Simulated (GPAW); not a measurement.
## MnS in GPAW: convergence with bands over the usual count

Crystal: MnS.

```xyz
2
Lattice="0.0000 2.6045 2.6045 2.6045 0.0000 2.6045 2.6045 2.6045 0.0000" Properties=species:S:1:pos:R:3 pbc="T T T"
Mn    0.0000    0.0000    0.0000
S     2.6045    2.6045    2.6045
```

* Program: GPAW 26.7.0
* Task: convergence study
* Functional: PBEsol
* Potentials or basis: PAW data sets generated in the run's folder for this functional
* Cutoff: 600 eV
* Basis: pw
* k mesh: 7 × 7 × 7
* Occupations: fermi-dirac, width 0.05 eV
* Spin: collinear spin, ferromagnetic start
* Starting moments: [4.0, 0.0] μB

These are the settings of the first run; the series varies bands over the usual count, with any setting tied to it.

Hardware: 1 thread of Arm Neoverse V2, with other jobs on the host.

```csv
bands over the usual count,"energy less the tightest run, at zero smearing (meV/atom)",SCF cycles,CPU time (s),peak memory (GiB)
0.72,0.00,11,17,0.16
0.8,0.00,11,18,0.16
0.9,0.00,11,20,0.16
1,0.00,10,20,0.16
1.3,0.00,10,25,0.17
1.7,0.00,10,34,0.17
2.5,0.00,11,49,0.19
```

Against the tightest run, the energy stays within 1 meV/atom from 0.72 on. The tightest run that finished is the yardstick and may itself not be fully converged.

Caveat, for the tightest run too: a cell with one magnetic atom can't hold antiferromagnetic order, which such compounds often take.
